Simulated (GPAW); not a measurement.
SnSe2 in GPAW: the effect of strain biaxial xy

Crystal: SnSe2.

```
Sn Se
1.0
     3.65856    0.00000    0.00000
    -1.82928    3.16841    0.00000
     0.00000    0.00000    6.13600
Sn Se
1 2
Direct
  0.00000 0.00000 0.00000
  0.66667 0.33333 0.75100
  0.33333 0.66667 0.24900
```

Alike in all runs:

```yaml
Program: GPAW 26.7.0
Task: band structure
Functional: PBEsol
Potentials_or_basis: PAW data sets generated in the run's folder for this functional
Cutoff: 600 eV
Basis: pw
k_mesh: 5 × 5 × 3
Occupations: fermi-dirac, width 0.05 eV
Spin: no spin polarisation
Maxiter: 150
Band_path: GMKGALHA,LM,KH
Band_points: 100
```

```csv
strain biaxial xy,gap on the mesh (eV),pressure (GPa),largest force (eV/Å)
-0.04,0.83,10.1,1.22
-0.02,0.83,5.9,0.85
-0.01,0.81,4.1,0.68
0,0.73,2.4,0.53
0.01,?,?,?
0.02,0.58,-0.4,0.26
0.04,0.30,-2.6,0.04
```

Problem. What does the run with strain biaxial xy 0.01 give?

Solution. gap on the mesh 0.65 eV; pressure 1.0 GPa; largest force 0.39 eV/Å.

Worked out: A parabola through the other rows of the gap on the mesh, of slope -8.81 eV per unit of strain biaxial xy there, gives 0.67 eV, against the run's 0.65. A parabola through the other rows of the pressure, of slope -142 GPa per unit of strain biaxial xy there, gives 0.9 GPa, against the run's 1.0. A parabola through the other rows of the largest force, of slope -13.5 eV/Å per unit of strain biaxial xy there, gives 0.39 eV/Å, against the run's 0.39.

Caveats: the density grid can change from cell to cell, which puts small steps into energies and stress; spin-orbit coupling is left out, which moves the levels of the heavy elements; this functional lacks dispersion, which binds the layers, so the pressure and a relaxed spacing across them are unreliable; the mesh misses the band edges, which the band path finds closer together (some runs); forces of over 1 eV/Å show positions far from the minimum, so gaps and moduli don't describe the material at rest (some runs).
